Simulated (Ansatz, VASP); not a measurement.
**Two plane-wave programs on TaN**

File POSCAR:

```
TaN
1.0
    0.0000000000      2.2113230000      2.2113230000
    2.2113230000      0.0000000000      2.2113230000
    2.2113230000      2.2113230000      0.0000000000
Ta N
1 1
Direct
    0.5000000000      0.5000000000      0.5000000000
    0.0000000000      0.0000000000      0.0000000000
```

The input INCAR.step1:

```
PREC     = Accurate       # precision mode
ENCUT    = 520            # plane-wave cutoff, eV
ISMEAR   = -1             # smearing method
SIGMA    = 0.05           # smearing width, eV
LREAL    = F              # projectors in reciprocal space
LASPH    = T              # aspherical terms in the spheres
NELM     = 80             # most SCF steps
NBANDS   = 15             # bands
GGA      = PE             # functional
ALGO     = Normal         # electronic algorithm
EDIFF    = 1E-4           # SCF threshold, eV
LWAVE    = T              # write WAVECAR
LCHARG   = F              # write CHGCAR
```

File INCAR.step2:

```
PREC     = Accurate       # precision mode
ENCUT    = 520            # plane-wave cutoff, eV
EDIFF    = 1E-6           # SCF threshold, eV
ISMEAR   = -1             # smearing method
SIGMA    = 0.05           # smearing width, eV
LREAL    = F              # projectors in reciprocal space
LASPH    = T              # aspherical terms in the spheres
NELM     = 80             # most SCF steps
ALGO     = Normal         # electronic algorithm
ISIF     = 2              # what is computed and relaxed
LWAVE    = F              # write WAVECAR
LCHARG   = T              # write CHGCAR
METAGGA  = R2SCAN         # meta-GGA
LMIXTAU  = T            
LELF     = T              # ELF
LVHAR    = T            
NBANDS   = 15             # bands
ISTART   = 1
```

Contents of KPOINTS:

```
Automatic mesh
0
Gamma
  10 10 10
```

File input.yaml:

```yaml
crystal:
  lattice:
    - [0.0, 2.211323, 2.211323]
    - [2.211323, 0.0, 2.211323]
    - [2.211323, 2.211323, 0.0]
  atoms:
    - { symbol: Ta, position: [0.5, 0.5, 0.5] }
    - { symbol: "N", position: [0.0, 0.0, 0.0] }
hamiltonian:
  xc: r2scan
  pseudopotentials: { kind: paw }
kpoints:
  mp_grid: { grid: [10, 10, 10] }
scf:
  occupations: { method: fermi_dirac, width: 0.05 }
  n_extra_bands: 6
output:
  forces: true
  stress: true
  eigenvalues: true
  dos: { projected: true, de: 0.05, nscf_kmesh: { grid: [15, 15, 15] } }
  write_density: true
  write_potential: true
  elf: true
  volumetric_format: npy
```

The cell comes from a database or a generator and needn't be the stable form of this composition.

Alike in both runs: functional r2SCAN; k mesh 10 × 10 × 10; occupations fermi-dirac, width 0.05 eV; no spin polarisation.

|  | VASP | Ansatz |
| --- | --- | --- |
| version | VASP 6.6.1 | Ansatz 0.2.0 |
| potentials or method | VASP PAW PBE potentials, release 64 (Ta_pv, N) | Ansatz PAW |
| plane-wave cutoff (eV) | 520 | 500 |
| valence electrons in the cell | 16 | 18 |
| task | single point | projected density of states |

```tsv
	VASP	Ansatz	Ansatz less VASP
gap on the k mesh at the Fermi level (eV)	none	none	-
pressure (GPa)	-4.3	-6.2	-1.82
```

A gap of «none» marks a metal or a gap that the smearing closes. The two sets of potentials don't hold the same shells in valence.

Caveats: the PAW data sets were made with another functional, which shifts forces and pressure a little (VASP); the PAW data sets come from PBE, with cores solved anew for the run's functional, which leaves a small shift of forces and pressure (Ansatz); the density of states is complete only up to the lowest level of the last band computed (Ansatz). Spin-orbit coupling is left out, which matters for the levels of Ta.
